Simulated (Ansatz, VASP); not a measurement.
## AlN in VASP and in Ansatz

File INCAR:

```
SYSTEM = AlN
ALGO = Normal ; EDIFF = 1E-6
ENCUT = 520 ; GGA = PE
ISIF = 2 ; ISMEAR = 0
LASPH = .True. ; LCHARG = .True.
LELF = .True. ; LREAL = .False.
LVHAR = .True. ; LWAVE = .False.
NBANDS = 16 ; NELM = 80
PREC = Accurate ; SIGMA = 0.05
```

Contents of KPOINTS:

```
k-points
0
Gamma
  9 9 6
  0 0 0
```

The input POSCAR:

```
AlN
1.0
    3.3963000000      0.0000000000      0.0000000000
   -1.6981500000      2.9412820789      0.0000000000
    0.0000000000      0.0000000000      3.6851000000
Al N
2 2
Direct
    0.3333333333      0.6666666667      0.7500000000
    0.6666666667      0.3333333333      0.2500000000
    0.3333333333      0.6666666667      0.2500000000
    0.6666666667      0.3333333333      0.7500000000
```

Input for Ansatz:

```yaml
crystal:
  lattice:
    - [3.3963, 0.0, 0.0]
    - [-1.69815, 2.9412820789, 0.0]
    - [0.0, 0.0, 3.6851]
  atoms:
    - { symbol: Al, position: [0.3333333333, 0.6666666667, 0.75] }
    - { symbol: Al, position: [0.6666666667, 0.3333333333, 0.25] }
    - { symbol: "N", position: [0.3333333333, 0.6666666667, 0.25] }
    - { symbol: "N", position: [0.6666666667, 0.3333333333, 0.75] }
basis:
  ecutwfc: 520.0
kpoints:
  mp_grid: { grid: [9, 9, 6] }
hamiltonian:
  xc: pbe
  pseudopotentials: { kind: paw, azcp: { folder: soft_1 } }
scf:
  occupations: { method: gaussian, width: 0.05 }
output:
  forces: true
  stress: true
  eigenvalues: true
  write_density: true
  write_potential: true
  elf: true
  volumetric_format: npy
```

Alike in both runs: task single point; functional PBE; k mesh 9 × 9 × 6; occupations gaussian, width 0.05 eV; no spin polarisation.

|  | VASP | Ansatz |
| --- | --- | --- |
| version | VASP 6.6.1 | Ansatz 0.2.0 |
| potentials or method | VASP PAW PBE potentials, release 64 (Al, N) | scalar-relativistic, plane waves, PAW |
| plane-wave cutoff (eV) | 520 | 520 |
| valence electrons in the cell | 16 | 16 |

|  | VASP | Ansatz | Ansatz less VASP |
| --- | --- | --- | --- |
| gap on the k mesh at the Fermi level (eV) | 4.12 | 4.11 | -0.005 |
| least direct gap on the mesh (eV) | 4.15 | 4.14 | -0.011 |
| pressure (GPa) | 24.8 | 24.8 | +0.01 |
| largest component of the traceless stress (GPa) | 34.57 | 34.23 | -0.336 |

With one functional, cell and mesh, what is left measures potentials, basis and numerics.

Caveats: so large a pressure means that the cell lies far from this level's equilibrium, or that cutoff or potentials fall short (VASP); an odd mesh through Γ misses points on the zone boundary, where band edges often lie. Expect the measured gap to be larger: semilocal functionals such as PBE lack the derivative discontinuity.
